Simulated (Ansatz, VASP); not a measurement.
**Cross-check of As (dimer As chain) between VASP and Ansatz**

Aim: how closely do two programs agree when they are given the same cell, functional and k mesh? The structure shown is the start of the Ansatz relaxation below; VASP solves that cell, so the two are compared at the walk's first step.

Method: plane waves, with VASP 6.6.1 beside it; single point at PBE and single point at LDA, in Ansatz 0.2.0.

## Step 1: Set-up

The cell holds 2 atoms: 2 As. Cell: a = 7.500 Å, b = 7.500 Å, c = 4.522 Å, α = 90.0°, β = 90.0°, γ = 90.0°. Vacuum lies along a and b. The structure's axis is c.

## Step 2: Ansatz: relaxation, PBE

Ansatz runs on its default PAW (the set named soft_2) files.

The two programs are compared at the cell with which this relaxation starts, whose forces are those of its first step.

File input.yaml:

```yaml
crystal:
  lattice:
    - [7.5, 0.0, 0.0]
    - [0.0, 7.5, 0.0]
    - [0.0, 0.0, 4.522]
  atoms:
    - { symbol: As, position: [0.5, 0.5, 0.0] }
    - { symbol: As, position: [0.5, 0.5, 0.45] }
kpoints:
  mp_grid: { grid: [1, 1, 18] }
scf:
  occupations: { method: fermi_dirac, width: 0.05 }
hamiltonian:
  xc: pbe
relax:
  cell: { fix: [a, b, alpha, beta, gamma] }
  max_steps: 60
```

Started as:

```console
$ ansatz run input.yaml --threads 4 --pin off --max-ram 8192MiB --backend cpu --events-out ev --progress --plain --runs-dir out
```

Numbers of over 12 decimals in the logs are rounded to 6 here.

Log:

```text
Engine: ansatz 0.2.0, aarch64-unknown-linux-gnu
Pseudopotentials: kind: paw
Pseudopotential: As, paw, valence charge 15, recommended cutoff 420 eV (normal), As.paw.azcp
Functional definition: PBE
  parameter kappa = 0.804
  parameter beta = 0.066725
  exchange = pbe_x(kappa = kappa, mu = beta*pi^2/3)
  correlation = pbe_c(beta = beta)
Crystal: 2 atoms, lattice volume = 254.363 Å³
Basis set: ecut = 420 eV, 5023 PW (Γ), exchange–correlation on 108×108×64 points (8 copies of the dense FFT grid, shifted against one another)
Bands: 19, of which v1, the nominal top of the filled ones, is band 15 counted from 1 (14 counted from 0)
Symmetry: 16 space group operations
Space group: P4/mmm (ITA 123), of the structure as read, at distance tolerance 6.3e-5 Å
k-points: 10 of 18
Non-local potential: As, projectors of the file, l = 0: 2, l = 1: 2, l = 2: 3, l = 3: 1
PAW form: soft (Blöchl's): semilocal exchange-correlation on the pseudo side does not see the compensation charge
PAW one-centre angular grid: As, 590 points (default); XC on 64 Gauss nodes
Initial density: superposition of atomic densities (neutral atoms: chi_scale 0, normalization atom), corrected by the library's trained network
Initial wavefunctions: pseudopotential atomic-orbital guess
Functional: x = pbe(κ = 0.804, μ = 0.219515), c = pbe(β = 0.066725)
SCF iter   1: F=—  HF=-9709.595761 eV  |F-HF|=—  |Δ(HF+E_count)|=         —  Δρ=2.03e-3  dr2=1.31e-2  ethr=1.77e-3  ⟨swp⟩=6.0  Hψ=915  notcnv=0
preconditioner: auto → LDOS  [insulator: Δε(μ)=0.296 eV  Ē_g=8.622 eV  σ=0.050 eV  W_gap=0.77  n_scr=38 (ndim 8)  ℏωp=7.4 eV  f_vac=0.707  D(μ)=1.93/eV (n_scr^D=4)  ε∞_Penn≈1.7  β→1.0]
SCF iter   2: F=—  HF=-9709.595301 eV  |F-HF|=—  |Δ(HF+E_count)|=   4.61e-4  Δρ=1.09e-3  dr2=5.64e-3  ethr=4.38e-5  ⟨swp⟩=4.0  Hψ=517  notcnv=0
SCF iter   3: F=—  HF=-9709.594141 eV  |F-HF|=—  |Δ(HF+E_count)|=   1.16e-3  Δρ=3.09e-4  dr2=4.97e-4  ethr=1.88e-5  ⟨swp⟩=3.2  Hψ=398  notcnv=0
SCF iter   4: F=—  HF=-9709.594040 eV  |F-HF|=—  |Δ(HF+E_count)|=   1.01e-4  Δρ=7.36e-5  dr2=1.64e-5  ethr=1.66e-6  ⟨swp⟩=2.0  Hψ=231  notcnv=0
SCF iter   5: F=—  HF=-9709.594043 eV  |F-HF|=—  |Δ(HF+E_count)|=   2.81e-6  Δρ=1.51e-5  dr2=5.45e-7  ethr=5.47e-8  ⟨swp⟩=3.0  Hψ=350  notcnv=0
SCF iter   6: F=-9709.594043 eV  HF=-9709.594043 eV  |F-HF|=6.10e-8  |Δ(HF+E_count)|=   4.22e-7  Δρ=5.11e-6  dr2=6.06e-8  ethr=3.33e-10  ⟨swp⟩=5.0  Hψ=724  notcnv=0
SCF 1 converged in 6 iterations: F = -9709.594043 eV  dr2 = 6.06e-8
  greatest PAW one-centre occupation: 0.999 electrons in one spin orbital (limit 2), on the As atom at site 1 (counted from 0), in its partial waves of l = 2
relax step   1: F+E_penalty+E_count = -9709.59404313 eV  Δ(F+E_penalty+E_count) = +0.000e0 eV  max|allowed force component| = 4.078e0 eV/Å  Δτ_max = 0.0000 Å  P = +2.548 GPa  Ω = 254.363 Å³  fix = [a, b, alpha, beta, gamma]  reactions: a +0.118, b +0.118 GPa  (6 SCF iters, dr2 threshold 1.00e-7 eV, accepted)
[...]
relax step   3: F+E_penalty+E_count = -9710.06079566 eV  Δ(F+E_penalty+E_count) = -7.315e-3 eV  max|allowed force component| = 2.634e-1 eV/Å  Δτ_max = 0.0087 Å  P = +0.026 GPa  Ω = 265.586 Å³  energy of the carried Pulay correction = -2.752e-4 eV  fix = [a, b, alpha, beta, gamma]  reactions: a +0.127, b +0.127 GPa  (5 SCF iters, dr2 threshold 2.00e-7 eV, accepted)
[...]
relax step   4: F+E_penalty+E_count = -9710.07056398 eV  Δ(F+E_penalty+E_count) = -9.768e-3 eV  max|allowed force component| = 1.091e-1 eV/Å  Δτ_max = 0.0287 Å  P = +0.202 GPa  Ω = 262.773 Å³  energy of the carried Pulay correction = -2.073e-4 eV  fix = [a, b, alpha, beta, gamma]  reactions: a +0.127, b +0.127 GPa  (6 SCF iters, dr2 threshold 2.00e-7 eV, accepted)
[...]
relax step   5: F+E_penalty+E_count = -9710.07281487 eV  Δ(F+E_penalty+E_count) = -2.251e-3 eV  max|allowed force component| = 1.294e-2 eV/Å  Δτ_max = 0.0149 Å  P = +0.048 GPa  Ω = 264.234 Å³  energy of the carried Pulay correction = -2.426e-4 eV  fix = [a, b, alpha, beta, gamma]  reactions: a +0.128, b +0.128 GPa  (6 SCF iters, dr2 threshold 2.00e-7 eV, accepted)
[...]
relax step   6: F+E_penalty+E_count = -9710.07298785 eV  Δ(F+E_penalty+E_count) = -1.730e-4 eV  max|allowed force component| = 8.235e-4 eV/Å  Δτ_max = 0.0021 Å  P = +0.086 GPa  Ω = 263.848 Å³  energy of the carried Pulay correction = -2.333e-4 eV  fix = [a, b, alpha, beta, gamma]  reactions: a +0.128, b +0.128 GPa  (5 SCF iters, dr2 threshold 3.14e-8 eV, accepted)
[...]
relax step   7: F+E_penalty+E_count = -9710.07322501 eV  Δ(F+E_penalty+E_count) = -2.372e-4 eV  max|allowed force component| = 8.134e-4 eV/Å  Δτ_max = 0.0000 Å  P = +0.086 GPa  Ω = 263.848 Å³  fix = [a, b, alpha, beta, gamma]  reactions: a +0.128, b +0.128 GPa  stress off target by 2.74e-3 GPa on what of the cell is left free  SCF on the basis re-selected at this cell (its energy is not comparable with the rows above)  (5 SCF iters)
basis re-selected at this cell: Δ(F+E_penalty+E_count) = -2.372e-4 eV, ΔP = +0.001 GPa vs the last step (what re-selecting the basis moved, of the pressure what is left beyond the Pulay correction that the steps carried, after the strain that the cell walked since its last selection, with what the two solves' SCF thresholds leave and, on support functions, any second-order correction that the steps lacked; it is no m [...]
SCF converged after 5 iterations
Free energy (F): -9710.073225 eV
Harris-Foulkes:  -9710.073225 eV  (|F-HF|=3.64e-12)
Internal energy: -9710.059142 eV  (E = F + TS)
E sigma→0 (E₀):  -9710.066183 eV
Entropy (-TS):   -0.014083 eV (-7.042 meV/atom)
Fermi energy:    -2.785591 eV
--- Per-component energies (eV) ---
  E_band       = -841.659949
  E_kinetic    = 202.105283
  E_local      = -8019.007433  (includes V_loc(G=0)·N_el)
  E_nonlocal   = -1341.865980
  E_hartree    = 4002.287308
  E_xc         = -155.598356
  E_vxc        = -154.319276  (∫ρ·V_xc dr)
  E_paw        = -3668.627750  (= ΣΔE_a)
  E_vpaw       = 466.852864  (= ΣTr[D̂ρ^β])
  E_aug_tail   = 0.000018  (compensation charges beyond the density's cutoff)
  E_ewald      = -729.352230
  E_smearing   = -0.014083  (= −TS)
  E_closure    = 0.000000  (closes the sum)
  Σ components = -9710.073225   (vs F -9710.073225, Δ=0.00e0)
--- Forces (eV/Å), atoms counted from 1 ---
  atom   1  As     0.00000000    -0.00000000     0.00081344
  atom   2  As    -0.00000000     0.00000000    -0.00081344
  max |Σ_I F_I| component: 1.18e-30 eV/Å
--- Stress (GPa, compression-positive) ---
        0.128024      -0.000000       0.000000
       -0.000000       0.128024      -0.000000
        0.000000      -0.000000       0.002740
  P = ⅓ Tr σ = 0.0863 GPa (0.863 kbar)
--- Relaxed structure (6 steps of the walk, 6 accepted, 1 SCFs on fresh bases) ---
  F+E_penalty+E_count = -9710.07322501 eV   max|allowed force component| = 8.134e-4 eV/Å   (the final SCF, on the basis selected at the relaxed cell)
  cell:  # Å, volume = 263.8482 Å³
    - [7.5, 0, 0]
    - [0, 7.5, 0]
    - [0, 0, 4.690635]
  atoms:
    - { symbol: As, position: [0.5, 0.5, -0.025028] }
    - { symbol: As, position: [0.5, 0.5, 0.475028] }
```

## Step 3: VASP: single point, PBE, start cell, pair 1

The same cell, functional, mesh and smearing now go to VASP, with its own data sets.

Lines of VASP's logs that name or quote its potential files are left out, and so is its time.

File INCAR:

```
SYSTEM = As
PREC = Accurate
ENCUT = 400
EDIFF = 1E-06
NELM = 120
ISMEAR = -1
SIGMA = 0.05
LREAL = .FALSE.
ALGO = Normal
GGA = PE
NBANDS = 11
LORBIT = 11
LWAVE = .FALSE.
LCHARG = .FALSE.
ISIF = 2
LASPH = .TRUE.
GGA_COMPAT = .FALSE.
KPAR = 2
```

File POSCAR:

```
As
1.0
    7.5000000000      0.0000000000      0.0000000000
    0.0000000000      7.5000000000      0.0000000000
    0.0000000000      0.0000000000      4.5220000000
As
2
Direct
    0.5000000000      0.5000000000      1.0000000000
    0.5000000000      0.5000000000      0.4500000000
```

File KPOINTS:

```
Automatic mesh
0
Gamma
1 1 18
0 0 0
```

Potentials, in the order of the species: As (PBE family, release 64).

Started as:

```console
$ mpirun -np 2 vasp_std
```

Log:

```text
[banner, memory and clock lines left out]
running    2 mpi-ranks, on    1 nodes
 distrk:  each k-point on    1 cores,    2 groups
 distr:  one band on    1 cores,    1 groups

 POSCAR found type information on POSCAR As
 POSCAR found :  1 types and       2 ions
 LDA part: xc-table for (Slater+PW92), standard interpolation
 POSCAR, INCAR and KPOINTS ok, starting setup
 FFT: planning ... GRIDC
 FFT: planning ... GRID_SOFT
 FFT: planning ... GRID
 WAVECAR not read
 entering main loop
       N       E                     dE             d eps       ncg     rms          rms(c)
DAV:   1     0.500396170715E+02    0.50040E+02   -0.25718E+03   220   0.480E+02
DAV:   2    -0.155371107253E+01   -0.51593E+02   -0.50753E+02   340   0.939E+01
DAV:   3    -0.675965040215E+01   -0.52059E+01   -0.51438E+01   283   0.349E+01
DAV:   4    -0.684865313918E+01   -0.89003E-01   -0.88359E-01   288   0.542E+00
DAV:   5    -0.684954983760E+01   -0.89670E-03   -0.89663E-03   304   0.508E-01    0.410E+00
DAV:   6    -0.669064548048E+01    0.15890E+00   -0.22911E-01   247   0.220E+00    0.220E+00
DAV:   7    -0.663917925017E+01    0.51466E-01   -0.19498E-01   256   0.204E+00    0.477E-01
DAV:   8    -0.663668427635E+01    0.24950E-02   -0.13632E-02   234   0.638E-01    0.112E-01
DAV:   9    -0.663672840292E+01   -0.44127E-04   -0.66529E-04   253   0.147E-01    0.600E-02
DAV:  10    -0.663711787958E+01   -0.38948E-03   -0.24317E-04   220   0.968E-02    0.532E-02
DAV:  11    -0.663751308362E+01   -0.39520E-03   -0.61040E-05   229   0.453E-02    0.132E-02
DAV:  12    -0.663771707636E+01   -0.20399E-03   -0.66310E-05   226   0.427E-02    0.705E-03
DAV:  13    -0.663781886406E+01   -0.10179E-03   -0.10320E-05   240   0.188E-02    0.289E-03
DAV:  14    -0.663782879619E+01   -0.99321E-05   -0.69976E-07   252   0.439E-03    0.256E-03
DAV:  15    -0.663783050644E+01   -0.17102E-05   -0.20348E-07   231   0.207E-03    0.340E-04
DAV:  16    -0.663783069770E+01   -0.19126E-06   -0.33149E-08   255   0.889E-04
   1 F= -.66378307E+01 E0= -.66297672E+01  d E =-.161270E-01
```

From OUTCAR (step 3):

```text
ion  position               nearest neighbor table
   1  0.500  0.500  0.000-   2 2.03   2 2.49
   2  0.500  0.500  0.450-   1 2.03   1 2.49

  LATTYP: Found a simple tetragonal cell.
 ALAT       =     7.5000000000
 C/A-ratio  =     0.6029333333

 Subroutine GETGRP returns: Found 16 space group operations
 (whereof  8 operations were pure point group operations)

The static configuration has the point symmetry C_4v.
 The point group associated with its full space group is D_4h.

 Found     10 irreducible k-points:

   k-points           NKPTS =     10   k-points in BZ     NKDIM =     10   number of bands    NBANDS=     11

   dimension x,y,z NGX =    50 NGY =   50 NGZ =   30
   dimension x,y,z NGXF=   100 NGYF=  100 NGZF=   60

   ENCUT  =  400.0 eV  29.40 Ry    5.42 a.u.  12.23 12.23  7.37*2*pi/ulx,y,z

   NELECT =      10.0000    total number of electrons

 k-points in reciprocal lattice and weights: Automatic mesh
   0.00000000  0.00000000  0.00000000       0.056
   0.00000000  0.00000000  0.05555556       0.111
   0.00000000  0.00000000  0.11111111       0.111
   0.00000000  0.00000000  0.16666667       0.111
   0.00000000  0.00000000  0.22222222       0.111
   0.00000000  0.00000000  0.27777778       0.111
   0.00000000  0.00000000  0.33333333       0.111
   0.00000000  0.00000000  0.38888889       0.111
   0.00000000  0.00000000  0.44444444       0.111
   0.00000000  0.00000000  0.50000000       0.056

 average (electrostatic) potential at core
       1 -57.9026       2 -57.9026

 E-fermi :  -3.1033

 k-point     1 :       0.0000    0.0000    0.0000
  band No.  band energies     occupation
      1     -16.5072      2.00000
      2      -8.9489      2.00000
      3      -8.5387      2.00000
      4      -5.9233      2.00000
      5      -5.9233      2.00000
      6      -0.2107      0.00000
      7      -0.2107      0.00000
      8       0.1006      0.00000
      9       1.7801      0.00000
     10       2.9669      0.00000
    ...

 k-point     2 :       0.0000    0.0000    0.0556
  band No.  band energies     occupation
      1     -16.4892      2.00000
      2      -9.5411      2.00000
      3      -7.8992      2.00000
      4      -5.9020      2.00000
      5      -5.9020      2.00000
      6      -0.3288      0.00000
      7      -0.3288      0.00000
      8       0.1227      0.00000
      9       1.8025      0.00000
     10       2.9891      0.00000
    ...

 k-point     3 :       0.0000    0.0000    0.1111
  band No.  band energies     occupation
      1     -16.4358      2.00000
      2     -10.2495      2.00000
      3      -7.0488      2.00000
      4      -5.8384      2.00000
      5      -5.8384      2.00000
      6      -0.6408      0.00000
      7      -0.6408      0.00000
      8       0.1892      0.00000
      9       1.8699      0.00000
     10       3.0556      0.00000
    ...

  Total        0.1814283      0.1814283     12.2153861      0.0000000      0.0000000      0.0000000
  in kB        1.1427799      1.1427799     76.9422170      0.0000000      0.0000000      0.0000000
  external PRESSURE =      26.4092589 kB  Pullay stress =       0.0000000 kB

  energy-cutoff  :      400.00
  volume of cell :      254.36
      direct lattice vectors                 reciprocal lattice vectors
     7.500000000  0.000000000  0.000000000     0.133333333  0.000000000  0.000000000
     0.000000000  7.500000000  0.000000000     0.000000000  0.133333333  0.000000000
     0.000000000  0.000000000  4.522000000     0.000000000  0.000000000  0.221141088

 POSITION                                       TOTAL-FORCE (eV/Angst)
 -----------------------------------------------------------------------------------
      3.75000      3.75000      0.00000        -0.000000     -0.000000     -4.246883
      3.75000      3.75000      2.03490         0.000000      0.000000      4.246883
 -----------------------------------------------------------------------------------
    total drift:                                0.000000     -0.000000     -0.000000

  FREE ENERGIE OF THE ION-ELECTRON SYSTEM (eV)
  ---------------------------------------------------
  free  energy   TOTEN  =        -6.6378306977 eV

  energy  without entropy=       -6.6217036498  energy(sigma->0) =       -6.62976717

 total charge
# of ion       s       p       d       tot
------------------------------------------
    1        1.311   1.453   0.058   2.823
    2        1.311   1.453   0.058   2.823
--------------------------------------------------
tot          2.622   2.907   0.117   5.646

[... 3 further parts left out ...]
```

## Step 4: Differences

Known differences besides the potentials themselves: the data sets hold 30 valence electrons in Ansatz (on its default PAW (the set named soft_2) files) and 10 in VASP; the cutoff is 420 eV in Ansatz and 400 eV in VASP. Total energies have different zeros and are not compared.

Forces (eV/Å; atoms numbered as in POSCAR):

```
atom        Ansatz x, y, z          VASP x, y, z
 As1  0.000, 0.000, -4.078  0.000, 0.000, -4.247
 As2   0.000, 0.000, 4.078   0.000, 0.000, 4.247
```

The forces differ by 98 meV/Å r.m.s., which is 4.0 % of the r.m.s. force of 2.452 eV/Å (both taken over all components).

## Step 5: Further runs

Further runs change the set-up of one program: Ansatz's method, potentials or start, or VASP's data sets, cutoff or form of LDA. The table gives that difference for each run.

```
                                                run  r.m.s. force difference (meV/Å)
                                           as above                               98
VASP with the data sets As_d and a cutoff of 520 eV                              2.0
```

## Step 6: Ansatz: relaxation, PBE

The two programs are compared at the cell with which this relaxation starts, whose forces are those of its first step.

The structure compared here is the start of the Ansatz relaxation; VASP solves that cell, so the two are compared at the walk's first step.

input.yaml, the sections that differ from step 2:

```yaml
crystal:
  lattice:
    - [7.5, 0.0, 0.0]
    - [0.0, 7.5, 0.0]
    - [0.0, 0.0, 4.522]
  atoms:
    - { symbol: As, position: [0.5, 0.5, 0.0], spin: 0.3 }
    - { symbol: As, position: [0.5, 0.5, 0.45], spin: 0.3 }
magnetization:
  spin_polarized: true
# kpoints, scf, hamiltonian, relax: as in step 2
```

Started as:

```console
$ ansatz run input.yaml --threads 4 --pin off --max-ram 8192MiB --backend cpu --events-out ev --progress --plain --runs-dir out
```

Log:

```text
[...]
Crystal: 2 atoms, lattice volume = 254.363 Å³
Basis set: ecut = 420 eV, 5023 PW (Γ), exchange–correlation on 108×108×64 points (8 copies of the dense FFT grid, shifted against one another)
Bands: 20, of which v1, the nominal top of the filled ones, is band 15 counted from 1 (14 counted from 0)
Symmetry: 16 space group operations
[...]
0.000000       0.128023      -0.000000
       -0.000000      -0.000000       0.002769
  P = ⅓ Tr σ = 0.0863 GPa (0.863 kbar)
--- Relaxed structure (6 steps of the walk, 6 accepted, 1 SCFs on fresh bases) ---
[...]
cell:  # Å, volume = 263.8481 Å³
    - [7.5, 0, 0]
    - [0, 7.5, 0]
    - [0, 0, 4.690633]
  atoms:
    - { symbol: As, position: [0.5, 0.5, -0.025028] }
    - { symbol: As, position: [0.5, 0.5, 0.475028] }
[key lines of the parts left out:]
SCF converged after 5 iterations
Magnetization: 0.0000 μB (15.0000 up, 15.0000 down)
Free energy (F): -9710.073225 eV
Fermi energy:    -2.785585 eV
```

## Step 7: VASP: single point, PBE, start cell, pair 2

The same cell, functional, mesh and smearing now go to VASP, with its own data sets.

INCAR, as its differences from that of step 3:

```diff
@@ -4,3 +4,3 @@
 EDIFF = 1E-06
-NELM = 120
+NELM = 200
 ISMEAR = -1
@@ -10,3 +10,5 @@
 GGA = PE
-NBANDS = 11
+NBANDS = 12
+ISPIN = 2
+MAGMOM = 0 0
 LORBIT = 11
```

POSCAR is that of step 3.

KPOINTS is that of step 3.

Started as:

```console
$ mpirun -np 2 vasp_std
```

Log:

```text
[... set-up lines as in an earlier step ...]
 entering main loop
       N       E                     dE             d eps       ncg     rms          rms(c)
DAV:   1     0.474033296252E+02    0.47403E+02   -0.25351E+03   480   0.435E+02
DAV:   2    -0.181453771722E+01   -0.49218E+02   -0.47563E+02   736   0.877E+01
DAV:   3    -0.675960483653E+01   -0.49451E+01   -0.48904E+01   656   0.320E+01
DAV:   4    -0.684824750245E+01   -0.88643E-01   -0.88362E-01   568   0.516E+00
[...]
DAV:  15    -0.663782834824E+01   -0.15016E-04   -0.14457E-06   544   0.568E-03    0.184E-03
DAV:  16    -0.663783006874E+01   -0.17205E-05   -0.21260E-07   588   0.210E-03    0.464E-04
DAV:  17    -0.663783061595E+01   -0.54722E-06   -0.48834E-08   552   0.105E-03
   1 F= -.66378306E+01 E0= -.66297669E+01  d E =-.161275E-01  mag=    -0.0000
```

Parts of OUTCAR (step 7):

```text
  Total        0.1808875      0.1808875     12.2154271      0.0000000      0.0000000      0.0000000
  in kB        1.1393735      1.1393735     76.9424756      0.0000000      0.0000000      0.0000000
  external PRESSURE =      26.4070742 kB  Pullay stress =       0.0000000 kB

 POSITION                                       TOTAL-FORCE (eV/Angst)
 -----------------------------------------------------------------------------------
      3.75000      3.75000      0.00000         0.000000      0.000000     -4.246950
      3.75000      3.75000      2.03490         0.000000     -0.000000      4.246950
 -----------------------------------------------------------------------------------
    total drift:                                0.000000     -0.000000     -0.000000

  FREE ENERGIE OF THE ION-ELECTRON SYSTEM (eV)
  ---------------------------------------------------
  free  energy   TOTEN  =        -6.6378306160 eV

  energy  without entropy=       -6.6217031021  energy(sigma->0) =       -6.62976686

 magnetization (x)
# of ion       s       p       d       tot
------------------------------------------
    1        0.000  -0.000  -0.000  -0.000
    2        0.000  -0.000  -0.000  -0.000
--------------------------------------------------
tot          0.000  -0.000  -0.000  -0.000

[... 1 part as in an earlier step ...]

[... 2 further parts left out ...]
[key lines of the parts left out:]
E-fermi :  -3.1033
```

(Continued in part 2 of 2.)

[Lines on the potential files, build, host, timing and source positions are cut from VASP's logs without a mark.]

[Logs are printed without paths, hosts, clocks, repeated set-up lines and the standing remarks that a program may print on its own settings, such as how far it seeks lower states.]

[Hosts, paths, dates, database ids (printed as entryN), source tags and the programs' standing remarks are cut or masked in the printed files.]
